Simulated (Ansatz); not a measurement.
# One structure, 3 elements: BaO, BaS, BaTe

Plane-wave DFT in Ansatz with scalar-relativistic PAW potentials, cutoff 420 eV, Γ-centred meshes chosen by cell and gap, Gaussian smearing with energies taken to zero width. Every cell was relaxed (cell and atoms) in a run of its own, within the symmetry of its start. Functional: PBE.

All members share space group Fm-3m and the same sites; only the element on one set of sites changes (O, S, Te). Members needn't be the stable form of their composition. Energies over the elements, where given, are against the elements' standard states in the same functional (H₂, N₂, O₂ and halogens uncorrected, Hg as a solid). The first member:

Space group Fm-3m (No. 225). a = 5.574 Å, b = 5.574 Å, c = 5.574 Å, α = 90.00°, β = 90.00°, γ = 90.00°
| atom | site | symmetry | x | y | z |
| --- | --- | --- | --- | --- | --- |
| Ba | 4a | m-3m | 0.0000 | 0.0000 | 0.0000 |
| O | 4b | m-3m | 0.5000 | 0.0000 | 0.0000 |

**Question.** How do size, gap and binding change down the group?

**Answer.**
```csv
compound,V (Å³/atom),a (Å),gap on mesh (eV),energy over elements (eV/atom)
BaO,21.65,5.574,2.10,-2.519
BaS,33.21,6.429,2.23,-2.133
BaTe,44.11,7.067,1.66,-1.820
```

Over the series the volume grows at each step down the group; the gap has no steady trend; binding against the elements weakens. Less electronegative, larger anions gain less from charge transfer and lattice energy, in line with the weaker binding.

Spin-orbit coupling is left out, which matters for the bands of heavy elements.